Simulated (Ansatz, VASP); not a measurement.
# One calculation of GaN, two programs

The input INCAR:

```
  PREC = Accurate
  ENCUT = 520
  EDIFF = 1E-6
  ISMEAR = 0
  SIGMA = 0.05
  LREAL = F
  LASPH = T
  NELM = 100
  ALGO = Normal
  ISIF = 2
  LWAVE = F
  LCHARG = T
  GGA = PS
  LELF = T
  LVHAR = T
  NBANDS = 16
```

KPOINTS

```
Automatic mesh
0
Gamma
  14 14 14
```

Contents of POSCAR:

```
GaN
1.0
    0.0000000000      2.1352350000      2.1352350000
    2.1352350000      0.0000000000      2.1352350000
    2.1352350000      2.1352350000      0.0000000000
Ga N
1 1
Direct
    0.0000000000      0.0000000000      0.0000000000
    0.5351249394      0.5351249394      0.4648750606
```

Input for Ansatz:

```yaml
crystal:
  lattice:
    - [0.0, 2.135235, 2.135235]
    - [2.135235, 0.0, 2.135235]
    - [2.135235, 2.135235, 0.0]
  atoms:
    - { symbol: Ga, position: [0.0, 0.0, 0.0] }
    - { symbol: "N", position: [0.5351249394, 0.5351249394, 0.4648750606] }
basis:
  ecutwfc: 420
kpoints:
  mp_grid: { grid: [14, 14, 14] }
hamiltonian:
  xc: pbesol
scf:
  occupations: { method: gaussian, width: 0.05 }
output:
  forces: true
  stress: true
  eigenvalues: true
  populations: true
```

Change from the starting cell: one atom moved.

Alike in both runs: task single point; functional PBEsol; k mesh 14 × 14 × 14; occupations gaussian, width 0.05 eV; no spin polarisation.

```csv
,VASP,Ansatz
version,VASP 6.6.1,Ansatz 0.2.0
potentials or method,"VASP PAW PBE potentials, release 64 (Ga_d, N)","scalar-relativistic, plane waves, PAW"
plane-wave cutoff (eV),520,420
valence electrons in the cell,18,18
```

```csv
,VASP,Ansatz,Ansatz less VASP
gap on the k mesh at the Fermi level (eV),0.34,0.35,+0.011
least direct gap on the mesh (eV),2.32,2.31,-0.013
pressure (GPa),-4.8,-5.2,-0.42
largest component of the traceless stress (GPa),6.23,6.32,+0.085
rms of the force components (eV/Å),0.232,0.237,+0.0051
```

Atom by atom the forces differ by 0.005 eV/Å (rms over components).

Caveats: the PAW data sets were made with another functional, which shifts forces and pressure a little (VASP).
